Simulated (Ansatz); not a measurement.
CdS (Greenockite), computed twice by G0W0.

It takes space group P6_3mc (No. 186, hexagonal). Conventional cell: a = 4.137 Å, b = 4.137 Å, c = 6.714 Å, α = 90.00°, β = 90.00°, γ = 120.00°. Nearest to Cd lie 4 S at 2.52 to 2.53 Å. S has 4 Cd at 2.52 to 2.53 Å nearest. Farther neighbours and most contacts between anions are not listed.

```xyz
4
Lattice="4.1370 0.0000 0.0000 -2.0685 3.5827 0.0000 0.0000 0.0000 6.7144" Properties=species:S:1:pos:R:3 pbc="T T T"
Cd    2.0685    1.1942    0.0000
Cd    0.0000    2.3885    3.3572
S     2.0685    1.1942    2.5179
S     0.0000    2.3885    5.8751
```

The cell and positions come from the Crystallography Open Database and are kept as given unless a step says otherwise.

The first (Ansatz 0.2.0; start PBE with 30 % screened exact exchange, 6×6×4 mesh, 415 empty bands, screening to 150 eV, PAW set soft_1 files; 1 × NVIDIA H100 80GB HBM3 (shared by 6 runs) with 3 threads of AMD EPYC 7R13 (Zen 3), shared host) gave, on its mesh: starting gap 2.46 eV, G0W0 gap 2.72 eV, RPA ε∞ (mean) 4.27, 88 s.

The second changes start from PBE with 30 % screened exact exchange to PBE with 60 % screened exact exchange. What does it give?

It gave: starting gap 3.84 eV, G0W0 gap 3.32 eV, RPA ε∞ (mean) 3.42, 2.4 min. The G0W0 gap moves by +0.60 eV, +1.38 eV from the start and −0.78 eV from the correction. Σc changes by −0.22 eV at the valence top and +0.11 eV at the conduction bottom, and Σx − Vxc between them by −1.11 eV.

Limits: not at the basis limit; no spin-orbit coupling.

[Paths, hosts, dates, memory and timing lines, banners, echoed tables and standing remarks are left out of the program output.]

[Logs are printed without paths, hosts, clocks, repeated set-up lines and the standing remarks that a program may print on its own settings, such as how far it seeks lower states.]

[Runs of the session that timed out or met a known fault of the program may be left out.]

[Cells called generated may have been cut or substituted from an entry of the Crystallography Open Database or the Materials Project.]

[Hosts, paths, dates, database ids (printed as entryN), source tags and the programs' standing remarks are cut or masked in the printed files.]
